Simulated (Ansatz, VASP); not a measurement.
**KBr: VASP beside Ansatz**

File INCAR:

```
SYSTEM = KBr
  ALGO = Normal
  EDIFF = 1E-6
  ENCUT = 520
  GGA = PS
  ISIF = 2
  ISMEAR = 0
  LASPH = .True.
  LCHARG = .True.
  LELF = .True.
  LREAL = .False.
  LVHAR = .True.
  LWAVE = .False.
  NBANDS = 15
  NELM = 100
  PREC = Accurate
  SIGMA = 0.05
```

The input KPOINTS:

```
k-points
0
Gamma
  6 6 6
  0 0 0
```

POSCAR

```
KBr
1.0
    0.0000000000      3.0291000000      3.5559000000
    3.0291000000      0.0000000000      3.5559000000
    3.0291000000      3.0291000000      0.0000000000
K Br
1 1
Direct
    0.0000000000      0.0000000000      0.0000000000
    0.5000000000      0.5000000000      0.5000000000
```

Input for Ansatz:

```yaml
crystal:
  lattice:
    - [0.0, 3.0291, 3.5559]
    - [3.0291, 0.0, 3.5559]
    - [3.0291, 3.0291, 0.0]
  atoms:
    - { symbol: K, position: [0.0, 0.0, 0.0] }
    - { symbol: Br, position: [0.5, 0.5, 0.5] }
basis:
  ecutwfc: 420
kpoints:
  mp_grid: { grid: [6, 6, 6] }
hamiltonian:
  xc: pbesol
scf:
  occupations: { method: gaussian, width: 0.05 }
output:
  forces: true
  stress: true
  eigenvalues: true
```

Change from the starting cell: strain -0.080 along x and y, +0.080 along z, atoms carried along.

Alike in both runs: task single point; functional PBEsol; k mesh 6 × 6 × 6; occupations gaussian, width 0.05 eV; no spin polarisation.

|  | VASP | Ansatz |
| --- | --- | --- |
| version | VASP 6.6.1 | Ansatz 0.2.0 |
| potentials or method | VASP PAW PBE potentials, release 64 (K_sv, Br) | scalar-relativistic, plane waves, PAW |
| plane-wave cutoff (eV) | 520 | 420 |
| valence electrons in the cell | 16 | 16 |

Ansatz gave:

- gap on the k mesh at the Fermi level (eV): 4.39
- least direct gap on the mesh (eV): 4.39
- pressure (GPa): 2.8
- largest component of the traceless stress (GPa): 4.09

Task: What did VASP give for the same quantities?

Result: gap on the k mesh at the Fermi level (eV): 4.38; least direct gap on the mesh (eV): 4.38; pressure (GPa): 2.9; largest component of the traceless stress (GPa): 4.18.

Caveats: the PAW data sets were made with another functional, which shifts forces and pressure a little (VASP).
